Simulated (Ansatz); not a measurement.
Pt:

```xyz
1
Lattice="-1.5822 1.5850 1.5847 1.6029 -1.5798 1.6002 1.5675 1.5651 -1.5795" Properties=species:S:1:pos:R:3 pbc="T T T"
Pt    0.0000    0.0000    0.0000
```

This isn't the form of Pt at room conditions, which is fcc.

The cell isn't the ideal one: cell sheared at random, sigma 0.01, atoms nudged by 0.01 Å.

| Item | Value |
| --- | --- |
| Program | Ansatz 0.2.0 |
| Task | relaxation of cell and atoms |
| Functional | PBE |
| Dispersion | D4 |
| Potentials or basis | Ansatz PAW |
| Cutoff | 420 eV (not typed: the program's choice for these potentials) |
| k mesh | 12 × 12 × 12 |
| Occupations | fermi-dirac, width 0.05 eV |
| Spin | no spin polarisation |

At the start: volume 15.90 Å³/atom.

**Question.** How do energy, volume and symmetry change on relaxing?

**Answer.** It ends after 15 steps and the volume is 15.38 Å³/atom (-3.3 %); space group I4/mmm (No. 139, to 0.05 Å).

The path:
| step | energy change (eV) | largest force (eV/Å) | volume (Å³) |
| --- | --- | --- | --- |
| 1 | 0.0000 | 0.0000 | 15.90 |
| 2 | -0.0161 | 0.0000 | 15.44 |
| 3 | -0.0177 | 0.0000 | 15.34 |
| 4 | -0.0292 | 0.0000 | 15.08 |
| 5 | -0.0553 | 0.0000 | 14.76 |
| 6 | -0.0818 | 0.0000 | 14.86 |
| 7 | -0.1015 | 0.0000 | 15.40 |
| 8 | -0.1039 | 0.0000 | 15.39 |
| 9 | -0.1046 | 0.0000 | 15.38 |
| 10 | -0.1046 | 0.0000 | 15.37 |
| 11 | -0.1047 | 0.0000 | 15.37 |
| 12 | -0.1045 | 0.0000 | 15.37 |
| 13 | -0.1045 | 0.0000 | 15.38 |
| 14 | -0.1045 | 0.0000 | 15.38 |
| 15 | -0.1045 | 0.0000 | 15.38 |

Final structure:
```
CELL_PARAMETERS angstrom
-1.68256 1.35783 1.68213
1.68256 -1.35842 1.68165
1.68121 1.36007 -1.68165
ATOMIC_POSITIONS crystal
Pt 0.00000 0.00000 0.00000
```

Caveat: the plane-wave basis is chosen anew once the cell has moved, so the energies of steps on either side of that aren't comparable; pairwise dispersion overbinds metals, which lowers pressure and volume.
